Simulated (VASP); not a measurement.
All values below come from PBE GGA, VASP's PBE PAW potentials (set 64) (plane waves; VASP).

A VASP calculation is set up with these files.

**INCAR**
```
GGA = PE   # PBE
EDIFFG = -0.02   # ionic stop
IBRION = 2   # conjugate gradients
ENCUT = 620
LREAL = .FALSE.   # projection in real space or not
EDIFF = 1E-6   # SCF stop (eV)
PSTRESS = 50
NELM = 100
NSW = 40   # most ionic steps
LWAVE = .FALSE.
SIGMA = 0.05   # width (eV)
LCHARG = .FALSE.
ISMEAR = 0   # Gaussian
ALGO = Normal
ISIF = 3   # ions, shape and volume
LASPH = .TRUE.   # aspherical one-centre terms
PREC = Accurate
SYSTEM = MgF2
```

**POSCAR**
```
MgF2
1
    4.5992548919    -0.0000000000     0.0000000000
    0.0000000000     4.5992548919     0.0000000000
    0.0000000000     0.0000000000     3.0411110636
Mg F
2 4
Direct
  0.0000000000   0.0000000000   0.0000000000
  0.5000000000   0.5000000000   0.5000000000
  0.3024849903   0.3024849903   0.0000000000
  0.8024849903   0.1975150097   0.5000000000
  0.1975150097   0.8024849903   0.5000000000
  0.6975150097   0.6975150097   0.0000000000
```

KPOINTS:
```
kpoints
0
G
5 5 7
0 0 0
```

POTCAR, in this order: Mg F (PBE.64 set). Program: vasp_std.

Output

### OSZICAR
```
       N       E                     dE             d eps       ncg     rms          rms(c)
DAV:   1     0.236132090555E+03    0.23613E+03   -0.20172E+04   984   0.174E+03
DAV:   2    -0.227187756376E+02   -0.25885E+03   -0.25137E+03  1264   0.364E+02
DAV:   3    -0.339900740757E+02   -0.11271E+02   -0.11244E+02  1124   0.795E+01
DAV:   4    -0.340687157373E+02   -0.78642E-01   -0.78624E-01  1084   0.758E+00
DAV:   5    -0.340691666182E+02   -0.45088E-03   -0.45086E-03  1112   0.591E-01    0.101E+01
DAV:   6    -0.314441887933E+02    0.26250E+01   -0.11004E+01  1088   0.257E+01    0.301E+00
DAV:   7    -0.314643350241E+02   -0.20146E-01   -0.12137E-01  1016   0.254E+00    0.190E+00
DAV:   8    -0.314940892517E+02   -0.29754E-01   -0.52244E-02  1084   0.276E+00    0.176E-01
DAV:   9    -0.314950018968E+02   -0.91265E-03   -0.35051E-03  1112   0.452E-01    0.749E-02
DAV:  10    -0.314952499198E+02   -0.24802E-03   -0.25641E-04  1080   0.144E-01    0.152E-02
DAV:  11    -0.314952506935E+02   -0.77376E-06   -0.33149E-05  1108   0.478E-02    0.747E-03
DAV:  12    -0.314952509176E+02   -0.22409E-06   -0.97295E-06  1080   0.257E-02
   1 F= -.29487700E+02 E0= -.29487700E+02  d E =-.294877E+02
```

File OUTCAR:
```
------------------------ aborting loop because EDIFF is reached ----------------------------------------
  FORCE on cell =-STRESS in cart. coord.  units (eV):
  Direction    XX          YY          ZZ          XY          YZ          ZX
  --------------------------------------------------------------------------------------
  Total        2.0060347      2.0060347      2.0250850      0.0000000      0.0000000      0.0000000
  in kB       49.9622261     49.9622261     50.4366930      0.0000000      0.0000000      0.0000000
  external PRESSURE =       0.1203818 kB  Pullay stress =      50.0000000 kB
  volume of cell :       64.33
      direct lattice vectors                 reciprocal lattice vectors
     4.599254892  0.000000000  0.000000000     0.217426523  0.000000000  0.000000000
     0.000000000  4.599254892  0.000000000     0.000000000  0.217426523  0.000000000
     0.000000000  0.000000000  3.041111064     0.000000000  0.000000000  0.328827188
 POSITION                                       TOTAL-FORCE (eV/Angst)
 -----------------------------------------------------------------------------------
      0.00000      0.00000      0.00000         0.000000     -0.000000      0.000000
      2.29963      2.29963      1.52056         0.000000     -0.000000      0.000000
      1.39121      1.39121      0.00000         0.001520      0.001520      0.000000
      3.69083      0.90842      1.52056         0.001520     -0.001520     -0.000000
      0.90842      3.69083      1.52056        -0.001520      0.001520      0.000000
      3.20805      3.20805      0.00000        -0.001520     -0.001520     -0.000000
 -----------------------------------------------------------------------------------
    total drift:                                0.000000      0.000000      0.000000
  FREE ENERGIE OF THE ION-ELECTRON SYSTEM (eV)
  ---------------------------------------------------
  free  energy   TOTEN  =       -31.4952509176 eV

  energy  without entropy=      -31.4952509176  energy(sigma->0) =      -31.49525092
  enthalpy is  TOTEN    =       -29.4876995751 eV   P V=        2.0075513425

 reached required accuracy - stopping structural energy minimisation
```
(Selected blocks of OUTCAR.)

### OUTCAR
```
 val. band max:       -1.1201887461   @ k =   0.0000   0.0000   0.0000

 cond. band min:       6.0740518857   @ k =   0.0000   0.0000   0.0000


 Fermi energy:        -0.8549570506

 k-point     1 :       0.0000    0.0000    0.0000
  band No.  band energies     occupation
      1     -21.9215      2.00000
      2     -21.0926      2.00000
      3     -21.0926      2.00000
      4     -20.9928      2.00000
      5      -5.2509      2.00000
      6      -3.6810      2.00000
      7      -3.2479      2.00000
      8      -3.2479      2.00000
      9      -3.0582      2.00000
     10      -3.0133      2.00000
     11      -2.3643      2.00000
     12      -2.3643      2.00000
     13      -1.8497      2.00000
     14      -1.4438      2.00000
     15      -1.4438      2.00000
     16      -1.1202      2.00000
     17       6.0741      0.00000
     18      11.2212      0.00000
     19      11.2212      0.00000
     20      12.6908      0.00000

 k-point     2 :       0.2000    0.0000    0.0000
  band No.  band energies     occupation
      1     -21.8555      2.00000
      2     -21.2119      2.00000
      3     -21.0743      2.00000
      4     -20.9671      2.00000
      5      -5.1018      2.00000
      6      -3.6862      2.00000
      7      -3.6124      2.00000
      8      -3.0419      2.00000
      9      -2.9970      2.00000
     10      -2.6877      2.00000
     11      -2.4365      2.00000
     12      -2.3162      2.00000
     13      -1.8995      2.00000
     14      -1.7897      2.00000
     15      -1.4731      2.00000
     16      -1.2187      2.00000
     17       6.5700      0.00000
     18      10.5573      0.00000
     19      11.4782      0.00000
     20      12.8252      0.00000

 k-point     3 :       0.4000    0.0000    0.0000
  band No.  band energies     occupation
      1     -21.6763      2.00000
      2     -21.4371      2.00000
      3     -21.0286      2.00000
      4     -20.9813      2.00000
      5      -4.7256      2.00000
...
```

The compound is MgF2 in the rutile structure. It was relaxed first under an external pressure of 5 GPa.
